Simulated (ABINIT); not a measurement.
# Al in ABINIT: work function with PBE

Aim: the work function of Al with PBE.

Program: ABINIT 10.8.3 (patched build). These are calculated values, not measurements. Logs are shortened: lines on timing, memory, paths and dates and some standing lists are left out, and cuts for length are marked. The log counts tension as positive stress, the text compression.

## (1) The slab as given

The cell holds a slab with vacuum, 7 atoms: a = 2.827 Å, b = 2.827 Å, c = 28.779 Å, α = 90.00°, β = 90.00°, γ = 120.00°.

The slab is cut from a database's or a generator's crystal, which needn't be the stable form of the element.

## (2) Work function, PBE

The input, run.abi:

```
pp_dirpath "./"
pseudos "Al.GGA_PBE-JTH.xml"

acell 2.8270770242 2.8270770242 28.778989605 Angstrom
rprim
     1.0000000000     0.0000000000     0.0000000000
    -0.5000000000     0.8660254038     0.0000000000
     0.0000000000     0.0000000000     1.0000000000
ntypat 1
znucl 13
natom 7
typat 1 1 1 1 1 1 1
xred
     0.3333333300     0.6666666600     0.2606067865
     0.0000000000     0.0000000000     0.3404045243
     0.6666666700     0.3333333400     0.4202022622
     0.0000000000     0.0000000000     0.5000000000
     0.3333333300     0.6666666600     0.5797977378
     0.0000000000     0.0000000000     0.6595954757
     0.6666666700     0.3333333400     0.7393932135
chkprim 0
chksymtnons 0
tolsym 1.0e-6

ecut 15.0
pawecutdg 30.0
pawxcdev 0

kptopt 1
ngkpt 11 11 1
nshiftk 1
shiftk 0.0 0.0 0.0

ixc 11

nband 15
occopt 3
tsmear 0.00183747

nstep 120
tolvrs 1.0e-9

iomode 3
prtwf 0
prteig 0
prtebands 0
enunit 2
prtden 1
prtvha 1
prtvclmb 1
prtpot 1
```

Potentials or basis: JTH PAW PBE v2.0.

On the command line:

```bash
$ mpirun --bind-to none -np 4 abinit run.abi > log 2>&1
```

run.abo:

```text
.Version 10.8.3 of ABINIT
 Symmetries : space group P-3 m 1 (#164); Bravais hP (primitive hexag.)
================================================================================
 Values of the parameters that define the memory need of the present run
     intxc =       0    ionmov =       0      iscf =      17    lmnmax =       8
     lnmax =       4     mgfft =     192  mpssoang =       2    mqgrid =   13410
     natom =       7  nloc_mem =       2    nspden =       1   nspinor =       1
    nsppol =       1      nsym =      12    n1xccc =       1    ntypat =       1
    occopt =       3   xclevel =       2
       mpw =        3767          nfft =       76800          nkpt =          16
Pmy_natom=         2
 PAW method is used; the additional fine FFT grid is defined by:
   mgfftf=       270    nfftf =    243000
================================================================================
================================================================================

--------------------------------------------------------------------------------
------------- Echo of variables that govern the present computation ------------
--------------------------------------------------------------------------------
 -outvars: echo values of preprocessed input variables --------
            acell      5.3424013126E+00  5.3424013126E+00  5.4384408534E+01 Bohr
              amu      2.69815390E+01
          chkprim           0
      chksymtnons           0
             ecut      1.50000000E+01 Hartree
           enunit           2
              ixc          11
         kptrlatt       11    0    0      0   11    0      0    0    1
          kptrlen      5.87664144E+01
            natom           7
            nband          15
            ngfft          20      20     192
          ngfftdg          30      30     270
             nkpt          16
            nstep         120
             nsym          12
           ntypat           1
           occopt           3
        pawecutdg      3.00000000E+01 Hartree
         pawxcdev           0
        prtebands           0
           prteig           0
           prtpot           1
         prtvclmb           1
           prtvha           1
            prtwf           0
            rprim      1.0000000000E+00  0.0000000000E+00  0.0000000000E+00
                      -5.0000000000E-01  8.6602540380E-01  0.0000000000E+00
                       0.0000000000E+00  0.0000000000E+00  1.0000000000E+00
          spgroup         164
           tolsym      1.00000000E-06
           tolvrs      1.00000000E-09
           tsmear      1.83747000E-03 Hartree
            typat      1  1  1  1  1  1  1
           useylm           1
           xangst      1.8269045589E-16  1.6322136810E+00  7.4999999997E+00
                       2.6155716705E-17 -4.5303030243E-17  9.7964982663E+00
                       1.4135385121E+00  8.1610684049E-01  1.2092996536E+01
                       2.6155716705E-17 -4.5303030243E-17  1.4389494802E+01
                       1.8269045589E-16  1.6322136810E+00  1.6685993069E+01
                       2.6155716705E-17 -4.5303030243E-17  1.8982491339E+01
                       1.4135385121E+00  8.1610684049E-01  2.1278989605E+01
            xcart      3.4523492745E-16  3.0844368360E+00  1.4172945944E+01
                       4.9427141200E-17 -8.5610319833E-17  1.8512698716E+01
                       2.6712006563E+00  1.5422184180E+00  2.2852451494E+01
                       4.9427141200E-17 -8.5610319833E-17  2.7192204267E+01
                       3.4523492745E-16  3.0844368360E+00  3.1531957039E+01
                       4.9427141200E-17 -8.5610319833E-17  3.5871709818E+01
                       2.6712006563E+00  1.5422184180E+00  4.0211462590E+01
             xred      3.3333333333E-01  6.6666666667E-01  2.6060678650E-01
                       0.0000000000E+00 -1.8503717077E-17  3.4040452430E-01
                       6.6666666667E-01  3.3333333333E-01  4.2020226220E-01
                       0.0000000000E+00 -1.8503717077E-17  5.0000000000E-01
                       3.3333333333E-01  6.6666666667E-01  5.7979773780E-01
                       0.0000000000E+00 -1.8503717077E-17  6.5959547570E-01
                       6.6666666667E-01  3.3333333333E-01  7.3939321350E-01
            znucl       13.00000

================================================================================

 chkinp: Checking input parameters for consistency.

================================================================================
== DATASET  1 ==================================================================

--- !DatasetInfo
[... 146 lines left out ...]
    4       0.000000000000      0.000000000000      0.000000000000
    5      -0.000000000000      0.000000000000     -0.004126204834
    6      -0.000000000000      0.000000000000     -0.023089289082
    7       0.000000000000      0.000000000000     -0.169497758923

 cartesian coordinates (angstrom) at end:
    1      0.00000000000000     1.63221368097100     7.49999999967595
    2      0.00000000000000    -0.00000000000000     9.79649826632467
    3      1.41353851210000     0.81610684048550    12.09299653585129
    4      0.00000000000000    -0.00000000000000    14.38949480250000
    5      0.00000000000000     1.63221368097100    16.68599306914872
    6      0.00000000000000    -0.00000000000000    18.98249133867533
    7      1.41353851210000     0.81610684048550    21.27898960532404

 cartesian forces (hartree/bohr) at end:
    1     -0.00000000000000    -0.00000000000000    -0.00311666088668
    2     -0.00000000000000     0.00000000000000    -0.00042455714246
    3     -0.00000000000000    -0.00000000000000    -0.00007587109883
    4     -0.00000000000000    -0.00000000000000    -0.00000000000000
    5      0.00000000000000    -0.00000000000000     0.00007587109883
    6      0.00000000000000    -0.00000000000000     0.00042455714246
    7     -0.00000000000000    -0.00000000000000     0.00311666088668
 frms,max,avg= 9.7098773E-04 3.1166609E-03   0.000E+00  0.000E+00  0.000E+00 h/b

 cartesian forces (eV/Angstrom) at end:
    1     -0.00000000000000    -0.00000000000000    -0.16026514652453
    2     -0.00000000000000     0.00000000000000    -0.02183160604217
    3     -0.00000000000000    -0.00000000000000    -0.00390144876598
    4     -0.00000000000000    -0.00000000000000    -0.00000000000000
    5      0.00000000000000    -0.00000000000000     0.00390144876598
    6      0.00000000000000    -0.00000000000000     0.02183160604217
    7     -0.00000000000000    -0.00000000000000     0.16026514652453
 frms,max,avg= 4.9930197E-02 1.6026515E-01   0.000E+00  0.000E+00  0.000E+00 e/A
 length scales=  5.342401312584  5.342401312584 54.384408533797 bohr
              =  2.827077024200  2.827077024200 28.778989605000 angstroms
 Fermi (or HOMO) energy (hartree) =   0.12770   Average Vxc (hartree)=  -0.22994
 Eigenvalues (hartree) for nkpt=  16  k points:
 kpt#   1, nband= 15, wtk=  0.00826, kpt=  0.0000  0.0000  0.0000 (reduced coord)
  -0.28764   -0.27368   -0.25011   -0.21810   -0.17791   -0.12950   -0.07175   -0.01821
   0.05178    0.12149    0.18855    0.24131    0.26313    0.30369    0.30625
      occupation numbers for kpt#   1
   2.00000    2.00000    2.00000    2.00000    2.00000    2.00000    2.00000    2.00000
   2.00000    1.93413    0.00000    0.00000    0.00000    0.00000    0.00000
 prteigrs : prtvol=0 or 1, do not print more k-points.

 Fermi (or HOMO) energy (eV) =   3.47497   Average Vxc (eV)=  -6.25703
 Eigenvalues (   eV  ) for nkpt=  16  k points:
 kpt#   1, nband= 15, wtk=  0.00826, kpt=  0.0000  0.0000  0.0000 (reduced coord)
  -7.82713   -7.44713   -6.80579   -5.93467   -4.84124   -3.52381   -1.95237   -0.49564
   1.40905    3.30599    5.13058    6.56629    7.16013    8.26385    8.33348
 prteigrs : prtvol=0 or 1, do not print more k-points.

--- !EnergyTerms
iteration_state     : {dtset: 1, }
comment             : Components of total free energy in Hartree
kinetic             :  5.79636348693413E+00
hartree             :  9.74804026574100E+01
xc                  : -7.47971655373681E+00
Ewald energy        :  8.24152997196230E+01
psp_core            : -3.99378568957430E-01
local_psp           : -1.97116265707724E+02
PAW spherical_terms :  4.59836713592271E+00
internal            : -1.47049278305284E+01
'-kT*entropy'       : -1.18711334390214E-03
total_energy        : -1.47061149438723E+01
total_energy_eV     : -4.00173773915502E+02
...

--- !EnergyTermsDC
iteration_state     : {dtset: 1, }
comment             : '"Double-counting" decomposition of free energy'
band_energy         : -7.23954530079481E-01
Ewald energy        :  8.24152997196230E+01
psp_core            : -3.99378568957430E-01
xc_dc               : -9.72637265115355E+01
PAW spherical_terms :  1.26683152997665E+00
internal            : -1.47049283609727E+01
'-kT*entropy'       : -1.18711334390214E-03
total_energy_dc     : -1.47061154743166E+01
total_energy_dc_eV  : -4.00173788349628E+02
...

--- !EnergyTermsWithPAWCore
iteration_state     : {dtset: 1, }
comment             : 'Components of total free energy, including PAW core contributions'
Total energy        : -1.69972624868542E+03
Total energy DC     : -1.69972624921587E+03
Total energy (eV)   : -4.62519074654115E+04
Total energy DC (eV): -4.62519074798456E+04
...

 Cartesian components of stress tensor (hartree/bohr^3)
  sigma(1 1)= -2.29177546E-05  sigma(3 2)=  0.00000000E+00
  sigma(2 2)= -2.29177546E-05  sigma(3 1)=  0.00000000E+00
  sigma(3 3)= -6.46289533E-05  sigma(2 1)=  0.00000000E+00

-Cartesian components of stress tensor (GPa)         [Pressure=  1.0833E+00 GPa]
- sigma(1 1)= -6.74263620E-01  sigma(3 2)=  0.00000000E+00
- sigma(2 2)= -6.74263620E-01  sigma(3 1)=  0.00000000E+00
- sigma(3 3)= -1.90144945E+00  sigma(2 1)=  0.00000000E+00

== END DATASET(S) ==============================================================
================================================================================

 -outvars: echo values of variables after computation  --------
            acell      5.3424013126E+00  5.3424013126E+00  5.4384408534E+01 Bohr
           etotal     -1.4706115474E+01
            fcart     -9.0002505615E-31 -1.7147780378E-29 -3.1166608867E-03
                      -5.1301428201E-29  1.2834853798E-28 -4.2455714246E-04
                      -1.3500375842E-29 -1.7147780378E-29 -7.5871098826E-05
                      -9.0002505615E-31 -1.7147780378E-29 -1.8586322957E-19
                       1.8000501123E-29 -1.3510372419E-29  7.5871098826E-05
                       4.9501378088E-29 -4.6247044051E-29  4.2455714246E-04
                      -9.0002505615E-31 -1.7147780378E-29  3.1166608867E-03
            rprim      1.0000000000E+00  0.0000000000E+00  0.0000000000E+00
                      -5.0000000000E-01  8.6602540380E-01  0.0000000000E+00
                       0.0000000000E+00  0.0000000000E+00  1.0000000000E+00
           strten     -2.2917754636E-05 -2.2917754624E-05 -6.4628953264E-05
                       0.0000000000E+00  0.0000000000E+00  0.0000000000E+00
           xangst      1.8269045589E-16  1.6322136810E+00  7.4999999997E+00
                       2.6155716705E-17 -4.5303030243E-17  9.7964982663E+00
                       1.4135385121E+00  8.1610684049E-01  1.2092996536E+01
                       2.6155716705E-17 -4.5303030243E-17  1.4389494802E+01
                       1.8269045589E-16  1.6322136810E+00  1.6685993069E+01
                       2.6155716705E-17 -4.5303030243E-17  1.8982491339E+01
                       1.4135385121E+00  8.1610684049E-01  2.1278989605E+01
             xred      3.3333333333E-01  6.6666666667E-01  2.6060678650E-01
                       0.0000000000E+00 -1.8503717077E-17  3.4040452430E-01
                       6.6666666667E-01  3.3333333333E-01  4.2020226220E-01
                       0.0000000000E+00 -1.8503717077E-17  5.0000000000E-01
                       3.3333333333E-01  6.6666666667E-01  5.7979773780E-01
                       0.0000000000E+00 -1.8503717077E-17  6.5959547570E-01
                       6.6666666667E-01  3.3333333333E-01  7.3939321350E-01
 Calculation completed.
```

Run time: 23 s. Hardware: 4 MPI ranks of Arm Neoverse V2, shared host; peak memory 0.56 GiB.

What came out:

```yaml
Free_energy: -400.1738 eV
Largest_force: 0.160 eV/Å
Band_gap_on_the_k_mesh: none (metal or under the smearing width)
Valence_electrons_inside_the_program's_atomic_spheres: Al 0.73, 0.76, 0.77 (radii [1.0074] Å)
Work_function: 3.99 eV
```

Forces on the atoms (eV/Å):
```
Al   0.000  0.000 -0.160
Al   0.000  0.000 -0.022
Al   0.000  0.000 -0.004
Al   0.000  0.000  0.000
Al   0.000  0.000  0.004
Al   0.000  0.000  0.022
Al   0.000  0.000  0.160
```

Caveat: the highest band is partly filled, so the run has too few bands.
